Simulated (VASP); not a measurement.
# PbSe in VASP: a series of runs

The runs below take PbSe through single point, relaxation of cell and atoms, with PBE.

Program: VASP 6.6.1. These are calculated values, not measurements. Logs are shortened: lines on timing, memory, paths and dates and some standing lists are left out, and cuts for length are marked.

**The experiment to reproduce.**

A printed reference work, monograph reports, for a bulk crystal of PbSe at 300 K: band gap 0.28 eV (direct).

How close the calculation comes is told below.

## 1. The cell of the first run

Symmetry: C2, No. 5, monoclinic system. The conventional cell has a = 6.041 Å, b = 6.090 Å, c = 4.236 Å, α = 90.00°, β = 133.14°, γ = 90.00°. Within 3.9 Å of Pb (site symmetry 2) lie 6 Se at 2.93 to 3.16 Å. Within 3.9 Å of Se (site symmetry 2) lie 6 Pb at 2.93 to 3.16 Å.

## 2. Single point, PBE (strained and its atoms moved)

INCAR

```
PREC = Accurate
ENCUT = 520
EDIFF = 1E-6
ISMEAR = 0
SIGMA = 0.05
LREAL = F
LASPH = T
NELM = 60
ALGO = Normal
ISIF = 2
LWAVE = F
LCHARG = F
GGA = PE
NBANDS = 17
```

KPOINTS

```
regular mesh
0
Gamma
  10 10 10
```

POSCAR

```
PbSe
1.0
   -0.0612430000      3.0450938245      3.0930470935
    2.9585574655      0.0000000000      3.0318040935
    3.0198004655      3.0450938245     -0.0612430000
Pb Se
1 1
Direct
    0.0097970380     -0.0097970380      0.0097970380
    0.4902029620      0.5097970380      0.4902029620
```

Potentials or basis: VASP PAW PBE potentials, release 64 (Pb_d, Se).

The run is started by

```sh
$ cat potpaw_PBE.64/Pb_d/POTCAR potpaw_PBE.64/Se/POTCAR > POTCAR
$ mpirun -np 1 vasp_std > vasp.out
```

OUTCAR:

```text
PREC = Accurate
   ENCUT = 520
   EDIFF = 1E-6
   ISMEAR = 0
   LREAL = F
   LASPH = T
   NELM = 60
   ISIF = 2
   GGA = PE

 ion  position               nearest neighbor table
   1  0.010  0.990  0.010-   2 2.93   2 3.02   2 3.02   2 3.10   2 3.10   2 3.16
   2  0.490  0.510  0.490-   1 2.93   1 3.02   1 3.02   1 3.10   1 3.10   1 3.16

  LATTYP: Found a base centered monoclinic cell.
 ALAT       =     6.0408428407
 B/A-ratio  =     1.0081685304
 C/A-ratio  =     0.7012501448
 COS(beta)  =    -0.6837531620

  Lattice vectors:

 A1 = (  -3.0198004655,   3.0450938245,   0.0612430000)
 A2 = (  -3.0198004655,  -3.0450938245,   0.0612430000)
 A3 = (   2.9585574655,   0.0000000000,   3.0318040935)

Analysis of symmetry for initial positions (statically):
=====================================================================
 Subroutine PRICEL returns:
 Original cell was already a primitive cell.

 Routine SETGRP: Setting up the symmetry group for a
 base centered monoclinic supercell.

 Subroutine GETGRP returns: Found  2 space group operations
 (whereof  2 operations were pure point group operations)
 out of a pool of  4 trial point group operations.

The static configuration has the point symmetry C_2 .

Analysis of symmetry for dynamics (positions and initial velocities):
=====================================================================
 Subroutine PRICEL returns:
 Original cell was already a primitive cell.

 Routine SETGRP: Setting up the symmetry group for a
 base centered monoclinic supercell.

 Subroutine GETGRP returns: Found  2 space group operations
 (whereof  2 operations were pure point group operations)
 out of a pool of  4 trial point group operations.

The dynamic configuration has the point symmetry C_2 .

 Subroutine INISYM returns: Found  2 space group operations
 (whereof  2 operations are pure point group operations),
 and found     1 'primitive' translations

----------------------------------------------------------------------------------------

                                     Primitive cell

  volume of cell :      56.8619

  direct lattice vectors                    reciprocal lattice vectors
    -0.061243000  3.045093824  3.093047094    -0.162360653  0.164198553  0.158438114
     2.958557466  0.000000000  3.031804093     0.168920083 -0.164198553  0.164997544
     3.019800465  3.045093824 -0.061243000     0.162360653  0.164198553 -0.158438114

  length of vectors
     4.340885558  4.236141917  4.289002443     0.280044250  0.287609716  0.280044250

  position of ions in fractional coordinates (direct lattice)
     0.009797038  0.990202962  0.009797038
     0.490202962  0.509797038  0.490202962

  ion indices of the primitive-cell ions
   primitive index   ion index
                 1           1
                 2           2

----------------------------------------------------------------------------------------

 KPOINTS: regular mesh

Automatic generation of k-mesh.
 Grid dimensions read from file:
 generate k-points for:   10   10   10

 Generating k-lattice:

  Cartesian coordinates                     Fractional coordinates (reciprocal lattice)
    -0.016236065  0.016419855  0.015843811     0.100000000  0.000000000 -0.000000000
     0.016892008 -0.016419855  0.016499754     0.000000000  0.100000000  0.000000000
     0.016236065  0.016419855 -0.015843811    -0.000000000  0.000000000  0.100000000

  Length of vectors
     0.028004425  0.028760972  0.028004425

  Shift w.r.t. Gamma in fractional coordinates (k-lattice)
     0.000000000  0.000000000  0.000000000

 Subroutine IBZKPT returns following result:
 ===========================================

 Found    282 irreducible k-points:

 Following reciprocal coordinates:
            Coordinates               Weight
  0.000000  0.000000  0.000000      1.000000
  0.100000 -0.000000  0.000000      4.000000
  0.200000 -0.000000  0.000000      4.000000
  0.300000  0.000000  0.000000      4.000000
  0.400000 -0.000000  0.000000      4.000000
  0.500000 -0.000000 -0.000000      2.000000
[... 16 lines left out ...]
 -0.400000  0.200000  0.000000      4.000000
 -0.300000  0.200000 -0.000000      4.000000
 [... further k-points ...]
   k-points           NKPTS =    282   k-points in BZ     NKDIM =    282   number of bands    NBANDS=     17
   number of dos      NEDOS =    301   number of ions     NIONS =      2
   total plane-waves  NPLWV =  32768
   dimension x,y,z NGX =    32 NGY =   32 NGZ =   32
   dimension x,y,z NGXF=    64 NGYF=   64 NGZF=   64
   ions per type =               1   1
   NGX,Y,Z   is equivalent  to a cutoff of  12.26, 12.56, 12.40 a.u.
   NGXF,Y,Z  is equivalent  to a cutoff of  24.51, 25.12, 24.81 a.u.
 SYSTEM =  unknown system
   PREC   = accura    normal or accurate (medium, high low for compatibility)
   ISTART =      0    job   : 0-new  1-cont  2-samecut
   ICHARG =      2    charge: 1-file 2-atom 10-const
   ISPIN  =      1    spin polarized calculation?
   LNONCOLLINEAR =      F non collinear calculations
   LSORBIT =      F    spin-orbit coupling
   LASPH  =      T    aspherical Exc in radial PAW
   ENCUT  =  520.0 eV  38.22 Ry    6.18 a.u.   8.07  7.88  7.97*2*pi/ulx,y,z
   NELM   =     60;   NELMIN=  2; NELMDL= -5     # of ELM steps
   EDIFF  = 0.1E-05   stopping-criterion for ELM
   LREAL  =      F    real-space projection
   EDIFFG = 0.1E-04   stopping-criterion for IOM
   NSW    =      0    number of steps for IOM
   IBRION =     -1    ionic relax: 0-MD 1-quasi-New 2-CG
   NFREE  =      0    steps in history (QN), initial steepest desc. (CG)
   ISIF   =      2    stress and relaxation
   ISYM   =      2    0-nonsym 1-usesym 2-fastsym
   POTIM  = 0.5000    time-step for ionic-motion
   TEBEG  =    0.0;   TEEND  =   0.0 temperature during run
   PSTRESS=    0.0 pullay stress
   NELECT =      20.0000    total number of electrons
   NUPDOWN=      -1.0000    fix difference up-down
   EMIN   =  10.00;   EMAX   =-10.00  energy-range for DOS
   EFERMI =   0.00;   METHOD = LEGACY
   ISMEAR =     0;   SIGMA  =   0.05  broadening in eV -4-tet -1-fermi 0-gaus
   EFERMI_NEDOS =   21; number of points for ismear=-14 and -15
   IALGO  =     38    algorithm
   IMIX   =      4    mixing-type and parameters
     AMIX     =   0.40;   BMIX     =  1.00
     AMIX_MAG =   1.60;   BMIX_MAG =  1.00
  volume/ion in A,a.u.               =      28.43       191.86
  Fermi-wavevector in a.u.,A,eV,Ry     =   1.155610  2.183786 18.169678  1.335434
  Thomas-Fermi vector in A             =   2.292237
   LORBIT       =      0    0 simple, 1 ext, 2 COOP (PROOUT), +10 PAW based schemes
   GGA     = PE    functional components
   LHFCALC =     F    Hartree Fock is set to
   AEXX    =    0.0000 exact exchange contribution
   IVDW    =     0    specifies the selected vdW correction
   LEPSILON=     F    determine dielectric tensor
   LRPA    =     F    only Hartree local field effects (RPA)
 non-spin polarized calculation
 Gauss-broadening in eV      SIGMA  =   0.05
  energy-cutoff  :      520.00
  volume of cell :       56.86
 maximum number of plane-waves:      1548
   NGX = 17   NGY = 15   NGZ = 15

 number of electron      20.0000000 magnetization

 Free energy of the ion-electron system (eV)
  ---------------------------------------------------
  ext. energy  EPLUGINS =         0.00000000
  ---------------------------------------------------
  free energy    TOTEN  =        -8.15130941 eV

  energy without entropy =       -8.15130907  energy(sigma->0) =       -8.15130924

 E-fermi :   5.3083     XC(G=0):  -9.5660

 val. band max:        5.1878830456   @ k =   0.5000  -0.0000  -0.0000
 cond. band min:       5.4286525176   @ k =   0.0000   0.5000   0.0000
 fundamental gap:      0.2407694721
 Fermi energy:         5.3082679470

 k-point     1 :       0.0000    0.0000    0.0000
  band No.  band energies     occupation
      1     -11.6831      2.00000
      2     -11.6733      2.00000
      3     -11.6718      2.00000
      4     -11.6664      2.00000
      5     -11.6598      2.00000
      6      -8.5082      2.00000
[... 9 lines left out ...]
     16      12.0223      0.00000
     17      13.3432      0.00000

 k-point     2 :       0.1000   -0.0000    0.0000
  band No.  band energies     occupation
      1     -11.6845      2.00000
      2     -11.6732      2.00000
      3     -11.6709      2.00000
      4     -11.6645      2.00000
      5     -11.6595      2.00000
      6      -8.4324      2.00000
[... 9 lines left out ...]
     16      12.2067      0.00000
     17      14.0659      0.00000

 k-point     3 :       0.2000   -0.0000    0.0000
  band No.  band energies     occupation
      1     -11.6892      2.00000
      2     -11.6774      2.00000
      3     -11.6684      2.00000
      4     -11.6586      2.00000
      5     -11.6545      2.00000
      6      -8.2164      2.00000
[... 9 lines left out ...]
     16      12.7442      0.00000
     17      15.4285      0.00000

 k-point     4 :       0.3000    0.0000    0.0000
  band No.  band energies     occupation
      1     -11.6959      2.00000
      2     -11.6839      2.00000
      3     -11.6674      2.00000
      4     -11.6501      2.00000
      5     -11.6450      2.00000
      6      -7.9018      2.00000
[... 9 lines left out ...]
     16      13.5994      0.00000
     17      16.7952      0.00000
[... 343 lines left out ...]
      1     -11.7323      2.00000
      2     -11.6783      2.00000
      3     -11.6599      2.00000
      4     -11.6502      2.00000
      5     -11.6366      2.00000
      6      -7.3402      2.00000
[... 9 lines left out ...]
     16      15.4533      0.00000
     17      16.0022      0.00000

 k-point    23 :      -0.4000    0.2000    0.0000
  band No.  band energies     occupation
      1     -11.7240      2.00000
      2     -11.6831      2.00000
      3     -11.6588      2.00000
      4     -11.6474      2.00000
      5     -11.6397      2.00000
      6      -7.2861      2.00000
[... 9 lines left out ...]
     16      14.4220      0.00000
     17      16.5225      0.00000

 k-point    24 :      -0.3000    0.2000   -0.0000
  band No.  band energies     occupation
      1     -11.7105      2.00000
      2     -11.6847      2.00000
      3     -11.6641      2.00000
      4     -11.6495      2.00000
      5     -11.6400      2.00000
      6      -7.4671      2.00000
[... 9 lines left out ...]
     16      14.8921      0.00000
     17      15.6445      0.00000

 [... further k-points ...]

------------------------ aborting loop because EDIFF is reached ----------------------------------------

  FORCE on cell =-STRESS in cart. coord.  units (eV):
  Direction    XX          YY          ZZ          XY          YZ          ZX
  --------------------------------------------------------------------------------------
  -------------------------------------------------------------------------------------
  Total        1.5559819      1.3561195      0.4506893     -0.0000000      0.0000000      0.2333497
  in kB       43.8423786     38.2109228     12.6989205     -0.0000000      0.0000000      6.5750158
  external PRESSURE =      31.5840740 kB  Pullay stress =       0.0000000 kB

 VOLUME and BASIS-vectors are now :
 -----------------------------------------------------------------------------
  energy-cutoff  :      520.00
  volume of cell :       56.86
      direct lattice vectors                 reciprocal lattice vectors
    -0.061243000  3.045093824  3.093047094    -0.162360653  0.164198553  0.158438114
     2.958557466  0.000000000  3.031804093     0.168920083 -0.164198553  0.164997544
     3.019800465  3.045093824 -0.061243000     0.162360653  0.164198553 -0.158438114

 POSITION                                       TOTAL-FORCE (eV/Angst)
 -----------------------------------------------------------------------------------
      2.95856      0.05967      3.03180         0.000000     -0.122884     -0.000000
      2.95856      2.98543      3.03180        -0.000000      0.122884      0.000000
 -----------------------------------------------------------------------------------
    total drift:                               -0.000000     -0.000054     -0.000000

  FREE ENERGIE OF THE ION-ELECTRON SYSTEM (eV)
  ---------------------------------------------------
  free  energy   TOTEN  =        -8.1513094099 eV

  energy  without entropy=       -8.1513090672  energy(sigma->0) =       -8.15130924
```

Wall time 61 s (1 thread of Intel Xeon 6975P-C (Granite Rapids), shared host); peak memory 0.39 GiB.

Results:

```
Free energy            : -8.1513 eV
Pressure               : 3.2 GPa
Largest force          : 0.123 eV/Å
Band gap on the k mesh : 0.24 eV, indirect (least direct gap 0.41 eV)
```

Forces on the atoms (eV/Å):
```
Pb   0.000 -0.123  0.000
Se   0.000  0.123  0.000
```

Levels at points of the mesh, in eV from the valence-band top:
| k point | band 6 | band 7 | band 8 | band 9 | band 10 | band 11 | band 12 | band 13 | band 14 | band 15 |
| --- | --- | --- | --- | --- | --- | --- | --- | --- | --- | --- |
| (0.00, 0.00, 0.00) | -13.70 | -6.30 | -2.10 | -1.98 | -1.72 | 4.35 | 4.79 | 4.86 | 6.33 | 6.51 |
| (0.50, 0.00, 0.00) | -12.63 | -8.92 | -1.57 | -1.43 | 0.00 | 0.44 | 1.76 | 1.89 | 8.46 | 9.56 |
| (0.00, 0.50, 0.00) | -12.59 | -8.80 | -1.64 | -1.57 | -0.17 | 0.24 | 1.51 | 1.73 | 8.53 | 9.90 |
| (0.50, 0.50, 0.00) | -12.30 | -7.34 | -5.04 | -3.30 | -3.23 | 3.58 | 5.65 | 5.66 | 6.10 | 11.24 |
| (0.50, 0.00, 0.50) | -12.20 | -7.51 | -5.00 | -3.54 | -3.07 | 3.66 | 5.35 | 5.92 | 6.12 | 11.10 |
| (0.00, 0.50, 0.50) | -12.18 | -7.46 | -5.09 | -3.40 | -3.23 | 3.48 | 5.41 | 5.80 | 6.25 | 11.02 |

Caveat: the cell differs from its parent crystal (strained and its atoms moved); spin-orbit coupling is left out, which moves the levels of the heavy elements.

## 3. Single point, PBE

This run uses another cell than the first one, of 30.05 Å³/atom, 1.057 times its volume.

INCAR

```
SYSTEM = PbSe
ALGO = Normal
EDIFF = 1E-6
ENCUT = 520
GGA = PE
ISIF = 2
ISMEAR = 0
LASPH = .True.
LCHARG = .False.
LREAL = .False.
LWAVE = .False.
NBANDS = 17
NELM = 60
PREC = Accurate
SIGMA = 0.01
```

KPOINTS

```
k-points
0
Gamma
  10 10 10
  0 0 0
```

POSCAR

```
PbSe
1.0
    0.0000000000     -3.1089483971     -3.1089483971
    3.1089483971      0.0000000000     -3.1089483971
    3.1089483971     -3.1089483971      0.0000000000
Pb Se
1 1
Direct
    0.0000000000      0.0000000000      0.0000000000
    0.5000000000      0.5000000000      0.5000000000
```

Potentials or basis: VASP PAW PBE potentials, release 64 (Pb_d, Se).

The run is started by

```sh
$ cat potpaw_PBE.64/Pb_d/POTCAR potpaw_PBE.64/Se/POTCAR > POTCAR
$ mpirun -np 1 vasp_std > vasp.out
```

OUTCAR:

```text
SYSTEM = PbSe
   EDIFF = 1E-6
   ENCUT = 520
   GGA = PE
   ISIF = 2
   ISMEAR = 0
   LASPH = .True.
   LREAL = .False.
   NELM = 60
   PREC = Accurate

 ion  position               nearest neighbor table
   1  0.000  0.000  0.000-   2 3.11   2 3.11   2 3.11   2 3.11   2 3.11   2 3.11
   2  0.500  0.500  0.500-   1 3.11   1 3.11   1 3.11   1 3.11   1 3.11   1 3.11

  LATTYP: Found a face centered cubic cell.
 ALAT       =     6.2178967942

  Lattice vectors:

[... 669 lines left out ...]

  FORCE on cell =-STRESS in cart. coord.  units (eV):
  Direction    XX          YY          ZZ          XY          YZ          ZX
  --------------------------------------------------------------------------------------
  -------------------------------------------------------------------------------------
  Total       -0.0083543     -0.0083543     -0.0083543      0.0000000     -0.0000000     -0.0000000
  in kB       -0.2227147     -0.2227147     -0.2227147      0.0000000     -0.0000000     -0.0000000
  external PRESSURE =      -0.2227147 kB  Pullay stress =       0.0000000 kB

 VOLUME and BASIS-vectors are now :
 -----------------------------------------------------------------------------
  energy-cutoff  :      520.00
  volume of cell :       60.10
      direct lattice vectors                 reciprocal lattice vectors
     0.000000000 -3.108948397 -3.108948397    -0.160826085 -0.160826085 -0.160826085
     3.108948397  0.000000000 -3.108948397     0.160826085  0.160826085 -0.160826085
     3.108948397 -3.108948397  0.000000000     0.160826085 -0.160826085  0.160826085

 POSITION                                       TOTAL-FORCE (eV/Angst)
 -----------------------------------------------------------------------------------
      0.00000      0.00000      0.00000         0.000000      0.000000     -0.000000
      3.10895     -3.10895     -3.10895        -0.000000      0.000000      0.000000
 -----------------------------------------------------------------------------------
    total drift:                                0.000000     -0.000000     -0.000000

  FREE ENERGIE OF THE ION-ELECTRON SYSTEM (eV)
  ---------------------------------------------------
  free  energy   TOTEN  =        -8.1981693232 eV

  energy  without entropy=       -8.1981693232  energy(sigma->0) =       -8.19816932
```

OSZICAR:

```text
N       E                     dE             d eps       ncg     rms          rms(c)
DAV:   1     0.158794999058E+03    0.15879E+03   -0.94764E+03  1622   0.118E+03
DAV:   2     0.358603548228E+01   -0.15521E+03   -0.14979E+03  1672   0.309E+02
DAV:   3    -0.821426502158E+01   -0.11800E+02   -0.11561E+02  2060   0.897E+01
DAV:   4    -0.851053615840E+01   -0.29627E+00   -0.29602E+00  1971   0.159E+01
DAV:   5    -0.852041400620E+01   -0.98778E-02   -0.98774E-02  2309   0.284E+00    0.271E+00
DAV:   6    -0.819886644670E+01    0.32155E+00   -0.81585E-01  2374   0.588E+00    0.147E+00
DAV:   7    -0.819490265124E+01    0.39638E-02   -0.12783E-01  1953   0.167E+00    0.839E-01
DAV:   8    -0.819867852019E+01   -0.37759E-02   -0.14852E-02  1884   0.128E+00    0.192E-01
DAV:   9    -0.819806903681E+01    0.60948E-03   -0.32279E-03  2430   0.518E-01    0.600E-02
DAV:  10    -0.819816094482E+01   -0.91908E-04   -0.24672E-04  1826   0.910E-02    0.213E-02
DAV:  11    -0.819816928220E+01   -0.83374E-05   -0.56391E-05  2085   0.760E-02    0.855E-03
DAV:  12    -0.819816932318E+01   -0.40982E-07   -0.29998E-06  2049   0.117E-02
   1 F= -.81981693E+01 E0= -.81981693E+01  d E =-.450955E-27
```

stdout:

```text
POSCAR found type information on POSCAR PbSe
 POSCAR found :  2 types and       2 ions
 scaLAPACK will be used
 LDA part: xc-table for (Slater+PW92), standard interpolation
 POSCAR, INCAR and KPOINTS ok, starting setup
 FFT: planning ... GRIDC
 FFT: planning ... GRID_SOFT
 FFT: planning ... GRID
 WAVECAR not read
 entering main loop
```

It took 28 s on 1 thread of Intel Xeon 6975P-C, shared host; peak memory 0.23 GiB.

What came out:

- Free energy: -8.1982 eV
- Pressure: 0.0 GPa
- Band gap on the k mesh: 0.44 eV, direct

Caveat: spin-orbit coupling is left out, which moves the levels of the heavy elements.

(Part 1 of 2 ends here.)
